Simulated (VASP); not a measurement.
VASP 6.6.1 run: SrO

INCAR

```
METAGGA = R2SCAN
NSW = 0
ISMEAR = 0
LASPH = .TRUE.
NELM = 120
EDIFF = 1E-7
ENCUT = 520
ISIF = 2
LCHARG = .FALSE.
ALGO = Normal
PREC = Accurate
SIGMA = 0.01
IBRION = -1
LREAL = Auto
NBANDS = 15
LWAVE = .FALSE.
```

KPOINTS

```
KPOINTS created by Atomic Simulation Environment
0
Gamma
8 8 8
0 0 0
```

POSCAR

```
Sr O
 1.0000000000000000
     0.0000000000000000    2.6314901723999999    2.6314901723999999
     2.6314901723999999    0.0000000000000000    2.6314901723999999
     2.6314901723999999    2.6314901723999999    0.0000000000000000
 Sr  O
   1   1
Cartesian
  0.0000000000000000  0.0000000000000000  0.0000000000000000
  2.6314901723999999  2.6314901723999999  2.6314901723999999
```

The recommended PBE PAW datasets give the neutral cell 16 valence electrons.

Command

```
mpirun -np 1 vasp_std
```

**Question.** Predict the outcome of this run.

**Answer.** It converged. Results: gap between bands v and c on the k mesh 3.77 eV; least direct gap on the k mesh 3.89 eV; pressure -4.4 GPa. Band v is the last that the valence electrons fill when counted band by band, and c is the next.

OSZICAR

```
N       E                     dE             d eps       ncg     rms          rms(c)
DAV:   1     0.503238761976E+02    0.50324E+02   -0.87171E+03   878   0.107E+03
DAV:   2    -0.312022076096E+02   -0.81526E+02   -0.73227E+02  1216   0.221E+02
DAV:   3    -0.346063944588E+02   -0.34042E+01   -0.33793E+01  1149   0.417E+01
DAV:   4    -0.346715621178E+02   -0.65168E-01   -0.65161E-01  1026   0.589E+00
DAV:   5    -0.346731126514E+02   -0.15505E-02   -0.15505E-02  1076   0.791E-01    0.140E+01
DAV:   6    -0.268764510906E+02    0.77967E+01   -0.46567E+00  1206   0.164E+01    0.133E+01
DAV:   7    -0.270107229955E+02   -0.13427E+00   -0.16478E-01   877   0.363E+00    0.760E+00
DAV:   8    -0.270316298071E+02   -0.20907E-01   -0.94475E-02   884   0.320E+00    0.707E-01
DAV:   9    -0.270301482470E+02    0.14816E-02   -0.15647E-02  1101   0.117E+00    0.239E-01
DAV:  10    -0.270300682322E+02    0.80015E-04   -0.19195E-03   940   0.438E-01    0.119E-01
DAV:  11    -0.270302303688E+02   -0.16214E-03   -0.44472E-04   870   0.193E-01    0.597E-02
DAV:  12    -0.270302372330E+02   -0.68643E-05   -0.33964E-05  1129   0.443E-02    0.224E-02
DAV:  13    -0.270302326044E+02    0.46287E-05   -0.79954E-06  1052   0.265E-02    0.112E-02
DAV:  14    -0.270302316826E+02    0.92174E-06   -0.14464E-06  1094   0.102E-02    0.230E-03
DAV:  15    -0.270302314002E+02    0.28245E-06   -0.20529E-07   970   0.378E-03    0.222E-03
DAV:  16    -0.270302313055E+02    0.94696E-07   -0.15396E-08   456   0.132E-03
   1 F= -.27030231E+02 E0= -.27030231E+02  d E =-.785545-138
```

For comparison, a separate r²SCAN run of the intended cell, on usual settings and not on those above, gives a gap of 3.77 eV on its mesh and a pressure of -4.5 GPa.
